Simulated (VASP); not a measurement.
# Ag: convergence, density of states

Ag, Im-3m (no. 229), 1 atom in the cell. PBE; PAW potentials Ag (PBE set). VASP 6.6.1.

Wanted: density of states by 0.5 eV bins within 8 %; centre of the states within 12 eV below the valence top within 0.03 eV; states at the Fermi level within 8 %.

What the run is for: density of states; Accuracy asked: standard; k mesh of the density: 13 × 13 × 13.

POSCAR:
```
Ag
1.0
   -1.6556540000      1.6556540000      1.6556540000
    1.6556540000     -1.6556540000      1.6556540000
    1.6556540000      1.6556540000     -1.6556540000
Ag
1
Direct
    0.0000000000      0.0000000000      0.0000000000
```

The series start from Plane-wave cutoff (eV): 290; k-point mesh: 15 × 15 × 15; Energy points (NEDOS): 2001; Occupations for the DOS: ISMEAR=-5; Electronic threshold (eV): 1e-6; Precision mode (PREC): Accurate. Each series keeps the choices made before it, and each single choice may use up half of a tolerance. Times cover all steps of a run.

## Plane-wave cutoff (eV)

| Plane-wave cutoff (eV) | Density of states by 0.5 eV bins, largest deviation against the largest value | Centre of the states within 12 eV below the valence top (eV) | States at the Fermi level (states/eV/atom) | Time (s) |
|---|---|---|---|---|
| 200 | 15 % | -4.325 | 0.2925 | 10 |
| 250 | 2.4 % | -4.221 | 0.2976 | 9.6 |
| 290 | 1.3 % | -4.210 | 0.2981 | 11 |
| 320 | 1.2 % | -4.213 | 0.298 | 15 |
| 400 | 0.32 % | -4.215 | 0.2979 | 17 |
| 500 (reference) | 0 % | -4.215 | 0.2979 | 19 |

## k-point mesh

| k-point mesh | Density of states by 0.5 eV bins, largest deviation against the largest value | Centre of the states within 12 eV below the valence top (eV) | States at the Fermi level (states/eV/atom) | Time (s) |
|---|---|---|---|---|
| 6 × 6 × 6 | 17 % | -4.293 | 0.6196 | 7.6 |
| 8 × 8 × 8 | 16 % | -4.272 | 0.4169 | 6.5 |
| 10 × 10 × 10 | 9.9 % | -4.250 | 0.3512 | 7.5 |
| 13 × 13 × 13 | 6.2 % | -4.227 | 0.3001 | 8.3 |
| 15 × 15 × 15 | 5.9 % | -4.221 | 0.2976 | 9.6 |
| 18 × 18 × 18 | 4.6 % | -4.215 | 0.3053 | 14 |
| 23 × 23 × 23 | 1.7 % | -4.207 | 0.2952 | 19 |
| 27 × 27 × 27 | 1.4 % | -4.205 | 0.295 | 23 |
| 34 × 34 × 34 (reference) | 0 % | -4.202 | 0.2916 | 43 |

## Energy points (NEDOS)

| Energy points (NEDOS) | Density of states by 0.5 eV bins, largest deviation against the largest value | Centre of the states within 12 eV below the valence top (eV) | States at the Fermi level (states/eV/atom) | Time (s) |
|---|---|---|---|---|
| 301 | 8.4 % | -4.210 | 0.295 | 17 |
| 501 | 3.3 % | -4.207 | 0.2975 | 17 |
| 1001 | 2.4 % | -4.204 | 0.296 | 17 |
| 2001 | 0.29 % | -4.207 | 0.2952 | 19 |
| 4001 (reference) | 0 % | -4.207 | 0.2948 | 18 |

## Occupations for the DOS

| Occupations for the DOS | Density of states by 0.5 eV bins, largest deviation against the largest value | Centre of the states within 12 eV below the valence top (eV) | States at the Fermi level (states/eV/atom) | Time (s) |
|---|---|---|---|---|
| ISMEAR=-5 | 0 % | -4.207 | 0.2975 | 17 |
| ISMEAR=-4 | 0 % | -4.207 | 0.2975 | 17 |
| ISMEAR=0 SIGMA=0.05 | 9.6 % | -4.177 | 0.3611 | 12 |
| ISMEAR=0 SIGMA=0.1 | 8.8 % | -4.178 | 0.3077 | 12 |
| ISMEAR=-15 SIGMA=0.025 | 0.072 % | -4.206 | 0.2975 | 20 |
| ISMEAR=1 SIGMA=0.1 | 9.3 % | -4.177 | 0.3591 | 12 |

## Electronic threshold (eV)

| Electronic threshold (eV) | Density of states by 0.5 eV bins, largest deviation against the largest value | Centre of the states within 12 eV below the valence top (eV) | States at the Fermi level (states/eV/atom) | Time (s) |
|---|---|---|---|---|
| 0.001 | 0.28 % | -4.205 | 0.2976 | 16 |
| 0.0001 | 0.28 % | -4.205 | 0.2976 | 16 |
| 1e-5 | 0.28 % | -4.205 | 0.2976 | 20 |
| 1e-6 (reference) | 0 % | -4.207 | 0.2975 | 17 |

## Precision mode (PREC)

| Precision mode (PREC) | Density of states by 0.5 eV bins, largest deviation against the largest value | Centre of the states within 12 eV below the valence top (eV) | States at the Fermi level (states/eV/atom) | Time (s) |
|---|---|---|---|---|
| Normal | 0.076 % | -4.205 | 0.2977 | 17 |
| Accurate (reference) | 0 % | -4.205 | 0.2976 | 16 |

## Question

The rows run from the loosest to the tightest (no order: occupations for the DOS). For each series: choose the loosest value from which every tighter one stays within half of the tolerance; where there is no order, keep the first row unless others stay within half of the tolerance and take at least 30 % less time, and then take the fastest.

## Answer

- Plane-wave cutoff (eV): 250
- k-point mesh: 23 × 23 × 23
- Energy points (NEDOS): 501
- Occupations for the DOS: ISMEAR=-5
- Electronic threshold (eV): 0.001
- Precision mode (PREC): Normal

## All choices together

| Input | Density of states by 0.5 eV bins, largest deviation against the largest value | Centre of the states within 12 eV below the valence top (eV) | States at the Fermi level (states/eV/atom) | Time (s) |
|---|---|---|---|---|
| defaults for smearing, thresholds and mesh (naive) | 16 % | -4.292 | 1.428 | 6.5 |
| chosen settings | 3 % | -4.205 | 0.2977 | 17 |
| reference settings throughout | 0 % | -4.199 | 0.2921 | 101 |

The tolerance is met.

## The input

INCAR.step1:
```
SYSTEM = Ag
GGA = PE ; ISMEAR = 1
SIGMA = 0.1 ; LWAVE = .FALSE.
LCHARG = .TRUE. ; NBANDS = 20
PREC = Normal ; LASPH = .TRUE.
LREAL = .FALSE. ; ALGO = Normal
EDIFF = 0.001 ; NELM = 120
GGA_COMPAT = .FALSE. ; ENCUT = 250
LMAXMIX = 4
```

INCAR.step2, as INCAR.step1 but for:
```
- ISMEAR = 1
- SIGMA = 0.1
- LCHARG = .TRUE.
+ ISMEAR = -5
+ LCHARG = .FALSE.
+ NEDOS = 501
+ LORBIT = 11
+ EMIN = -9.3983
+ EMAX = 15.6017
+ ICHARG = 11
```

KPOINTS.step1:
```
k-points
0
Gamma
  13 13 13
```

KPOINTS.step2:
```
Automatic mesh
0
Gamma
  23 23 23
  0 0 0
```

Commands (each step's output is kept before the next begins):
```
cat potpaw_PBE.64/Ag/POTCAR > POTCAR
cp INCAR.step1 INCAR
cp KPOINTS.step1 KPOINTS
mpirun -np 1 vasp_std > vasp.out
cp INCAR.step2 INCAR
cp KPOINTS.step2 KPOINTS
mpirun -np 1 vasp_std > vasp.out
```

The chosen input took VASP 6.6.1 17 s on 1 core (Intel Xeon 6975P-C (Granite Rapids)), a shared host.

## An input that fails: tetrahedra on too few k points

VASP's message: IBZKPT: tetrahedron method fails for NKPT<4. NKPT = 1.

k mesh: 15 × 15 × 15 becomes 1 × 1 × 1.

Changes against the starting input:
```
(step 2)
- NELM = 120
+ NELM = 100
```
